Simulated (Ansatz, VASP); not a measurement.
# Sn3Se: VASP beside Ansatz

INCAR

```
  ALGO = Normal
  EDIFF = 1E-6
  ENCUT = 520
  GGA = PE
  ISIF = 2
  ISMEAR = -1
  LASPH = True
  LCHARG = False
  LREAL = False
  LWAVE = False
  NBANDS = 32
  NELM = 80
  PREC = Accurate
  SIGMA = 0.1
```

Contents of KPOINTS:

```
k-points
0
Gamma
  5 5 5
```

The input POSCAR:

```
Sn3Se
1.0
    4.8247232886      0.0000000000      0.0000000000
    0.0000000000      4.8247232886      0.0000000000
    0.0000000000      0.0000000000      4.8247232886
Sn Se
3 1
Direct
    0.0000000000      0.5000000000      0.5000000000
    0.5000000000      0.0000000000      0.5000000000
    0.5000000000      0.5000000000      0.0000000000
    0.0000000000      0.0000000000      0.0000000000
```

Input for Ansatz:

```yaml
crystal:
  lattice:
    - [4.8247232886071165, 0.0, 0.0]
    - [0.0, 4.8247232886071165, 0.0]
    - [0.0, 0.0, 4.8247232886071165]
  atoms:
    - { symbol: Sn, position: [0.0, 0.5, 0.5] }
    - { symbol: Sn, position: [0.5, 0.0, 0.5] }
    - { symbol: Sn, position: [0.5, 0.5, 0.0] }
    - { symbol: Se, position: [0.0, 0.0, 0.0] }
basis:
  ecutwfc: 450.0
kpoints:
  mp_grid:
    grid: [5, 5, 5]
hamiltonian:
  xc: pbe
scf:
  occupations:
    method: fermi_dirac
    width: 0.1
output:
  stress: true
```

The cell comes from a database or a generator and needn't be the stable form of this composition.

Alike in both runs: task single point; functional PBE; k mesh 5 × 5 × 5; occupations fermi-dirac, width 0.1 eV; no spin polarisation.

|  | VASP | Ansatz |
| --- | --- | --- |
| version | VASP 6.6.1 | Ansatz 0.2.0 |
| potentials or method | VASP PAW PBE potentials, release 64 (Sn_d, Se) | plane waves, PAW |
| plane-wave cutoff (eV) | 520 | 450 |
| valence electrons in the cell | 48 | 58 |

```tsv
	VASP	Ansatz	Ansatz less VASP
pressure (GPa)	-1.9	-1.8	+0.04
```

With one functional, cell and mesh, what is left measures potentials, basis and numerics. The two sets of potentials don't hold the same shells in valence.
